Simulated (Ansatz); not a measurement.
Rh under changes of volume

One of the cells (13.801 Å³/atom); the others are scaled copies at fixed shape and fractional positions:

```
Rh
1.0
     2.69174    0.00000    0.00000
    -1.34587    2.33112    0.00000
     0.00000    0.00000    8.79807
Rh
4
Direct
  0.66667 0.33333 0.75000
  0.00000 0.00000 0.50000
  0.33333 0.66667 0.25000
  0.00000 0.00000 0.00000
```

This isn't the form of Rh at room conditions, which is fcc.

| Item | Value |
| --- | --- |
| Program | Ansatz 0.2.0 |
| Functional | PBEsol |
| Potentials or basis | Ansatz PAW |
| Cutoff | 420 eV (not typed: the program's choice for these potentials) |
| k mesh | 11 × 11 × 3 |
| Occupations | fermi-dirac, width 0.05 eV |
| Spin | no spin polarisation |

```tsv
volume (Å³/atom)	energy over the lowest point (meV/atom)	pressure (GPa)
12.973	22.55	13.8
13.249	5.40	6.5
13.525	0.00	0.1
13.801	4.97	-5.5
14.078	19.10	-10.5
14.354	?	?
14.630	70.59	-18.8
```

Problem. What does the run at 14.354 Å³/atom give?

Solution. Energy over the lowest point 41.29 meV/atom; pressure -14.9 GPa.

Worked out: A Birch-Murnaghan fit of order 3 (a polynomial in V^(-2/3)) to the other rows has its minimum at 13.53 Å³/atom with B0 = V·E''(V) = 294 GPa and B' = 5.1 at fixed shape and positions, which overstates the stiffness. It gives 41.30 meV/atom at 14.354 Å³/atom, against the run's 41.29, and -dE/dV = -15.0 GPa, against -14.9.

Energies are extrapolated to zero smearing.

Caveats: the PAW data sets come from PBE, with cores solved anew for the run's functional, which leaves a small shift of forces and pressure.
